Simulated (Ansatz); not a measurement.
# CuI (Marshite): the cost of one run

Method: DFT LDA, scalar-relativistic, plane waves, PAW, in Ansatz 0.2.0.

The COD entry's cell or inner coordinates are ideal or old and differ from later refinements, so a difference from it is no clean test against experiment.

2 further runs of the same task are left out: 2 set aside as unsound or not needed.

### Step 1. Starting point

The structure is cubic, space group F-43m (No. 216). Conventional cell: a = 5.862 Å, b = 5.862 Å, c = 5.862 Å, α = 90.00°, β = 90.00°, γ = 90.00°. Cu (site symmetry -43m) is surrounded by 4 I at 2.54 Å. I (site symmetry -43m) is surrounded by 4 Cu at 2.54 Å.

Structure file:

```cif
data_structure
_symmetry_space_group_name_H-M 'F-43m'
_symmetry_Int_Tables_number 216
_cell_length_a 5.8621
_cell_length_b 5.8621
_cell_length_c 5.8621
_cell_angle_alpha 90.000
_cell_angle_beta 90.000
_cell_angle_gamma 90.000
_cell_volume 201.44
loop_
_atom_site_label
_atom_site_type_symbol
_atom_site_symmetry_multiplicity
_atom_site_Wyckoff_symbol
_atom_site_fract_x
_atom_site_fract_y
_atom_site_fract_z
_atom_site_occupancy
Cu1 Cu 4 d 0.25000 0.25000 0.75000 1
I1 I 4 a 0.00000 0.00000 0.00000 1
```

It is the result of an earlier relaxation at this level (volume 25.18 Å³/atom; gap on the mesh: 1.22 eV).

Bulk energy on matching settings, from an earlier run: -6955.8997 eV/atom.

### Step 2. Cutting the (110) slab

Planes are indexed in the bulk's conventional cell (F-43m (No. 216)), a = 5.862 Å, b = 5.862 Å, c = 5.862 Å, α = 90.00°, β = 90.00°, γ = 90.00°.

The slab is a (110) slab, 12.4 Å thick as cut, with 15 Å of vacuum; its outer planes are CuI (top) and CuI (bottom).

The slab as cut. Its planes from the bottom up:

| plane | atoms per cell | height over the lowest (Å) |
| --- | --- | --- |
| 1 | CuI | 0.00 |
| 2 | CuI | 2.07 |
| 3 | CuI | 4.15 |
| 4 | CuI | 6.22 |
| 5 | CuI | 8.29 |
| 6 | CuI | 10.36 |
| 7 | CuI | 12.44 |

### Step 3. Single point on the unrelaxed (110) slab

A dipole layer in the vacuum cancels the field that periodic copies would set up if the slab's two faces differ.

The input, input.yaml:

```yaml
crystal:
  lattice:
    - [4.1451181496, 0.0, 0.0]
    - [0.0, 5.8620823048, 0.0]
    - [0.0, 0.0, 27.4353544488]
  atoms:
    - { symbol: Cu, position: [0.0, 0.75, 0.2733698963] }
    - { symbol: I, position: [0.5, 0.5, 0.2733698963] }
    - { symbol: Cu, position: [0.5, 0.25, 0.3489132642] }
    - { symbol: I, position: [0.0, 0.0, 0.3489132642] }
    - { symbol: Cu, position: [0.0, 0.75, 0.4244566321] }
    - { symbol: I, position: [0.5, 0.5, 0.4244566321] }
    - { symbol: Cu, position: [0.5, 0.25, 0.5] }
    - { symbol: I, position: [0.0, 0.0, 0.5] }
    - { symbol: Cu, position: [0.0, 0.75, 0.5755433679] }
    - { symbol: I, position: [0.5, 0.5, 0.5755433679] }
    - { symbol: Cu, position: [0.5, 0.25, 0.6510867358] }
    - { symbol: I, position: [0.0, 0.0, 0.6510867358] }
    - { symbol: Cu, position: [0.0, 0.75, 0.7266301037] }
    - { symbol: I, position: [0.5, 0.5, 0.7266301037] }
basis:
  ecutwfc: 420
kpoints:
  mp_grid: { grid: [7, 5, 1] }
hamiltonian:
  xc: lda
scf:
  occupations: { method: gaussian, width: 0.05 }
output:
  forces: true
  stress: true
  eigenvalues: true
  write_density: true
  write_potential: true
  elf: true
  volumetric_format: npy
efield:
  axis: 3
  dipole_correction: true
```

Launch:

```
$ ansatz run input.yaml --threads 2 --pin off --max-ram 5120MiB --backend cpu --events-out ev --progress --plain --runs-dir out
```

What time and memory should one allow on 2 threads of Arm Neoverse V1, shared host?

About 2.2 min, with a peak of 1.7 GiB.
